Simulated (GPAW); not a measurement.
Runs of GPAW 26.7.0 on TiC. Symmetry: Fm-3m, No. 225, cubic system. The conventional cell has a = 4.331 Å, b = 4.331 Å, c = 4.331 Å, α = 90.00°, β = 90.00°, γ = 90.00°. Around Ti (site symmetry m-3m) lie 6 C at 2.17 Å. C (site symmetry m-3m) is surrounded by 6 Ti at 2.17 Å. The cell is a database's computed one.

```tsv
task	level	potentials or basis	U	k mesh	cutoff (eV)	maxiter	band path	band points	convergence	eigensolver	pressure (GPa)
band structure	r2SCAN	GPAW PAW data sets (gpaw-data 1.2.1), pw	-	11 × 11 × 11	800	150	GXWKGLUWLK,UX	100	-	-	0.3
single point	PBE+U	GPAW PAW data sets (gpaw-data 1.2.1), pw	Ti d U = 5.3 eV	9 × 9 × 9	600	120	-	-	default	-	(a)
band structure	LDA	the program's PAW data sets (release 1.2.1) made for this functional, pw	-	11 × 11 × 11	800	150	GXWKGLUWLK,UX	100	-	-	(c)
band structure	PBEsol	PAW data sets generated in the run's folder for this functional, pw	-	11 × 11 × 11	800	150	GXWKGLUWLK,UX	100	-	-	-5.9
band structure	SCAN	GPAW PAW data sets (gpaw-data 1.2.1), pw	-	11 × 11 × 11	800	150	GXWKGLUWLK,UX	100	-	-	(b)
band structure	PBE	GPAW PAW data sets (gpaw-data 1.2.1), pw	-	11 × 11 × 11	800	150	GXWKGLUWLK,UX	100	-	-	0.9
band structure	PW91	PAW data sets generated in the run's folder for this functional, pw	-	11 × 11 × 11	800	150	GXWKGLUWLK,UX	100	-	-	0.8
band structure	BLYP	PAW data sets generated in the run's folder for this functional, pw	-	11 × 11 × 11	800	150	GXWKGLUWLK,UX	100	-	davidson	8.7
```

Alike in all rows: no spin polarisation; cell as given; smearing fermi-dirac 0.05 eV.

Fill in the values left out.

(a) 11.2; (b) -1.1; (c) -11.8.

Caveats: the PAW data sets were made with another functional, which shifts forces and pressure a little (some runs); the cutoff is short for stress and forces, so pressures can be off by a GPa or more (some runs); U without spin polarisation on a metal has little footing (some runs); the U is typed as a test and isn't derived for this compound (some runs).
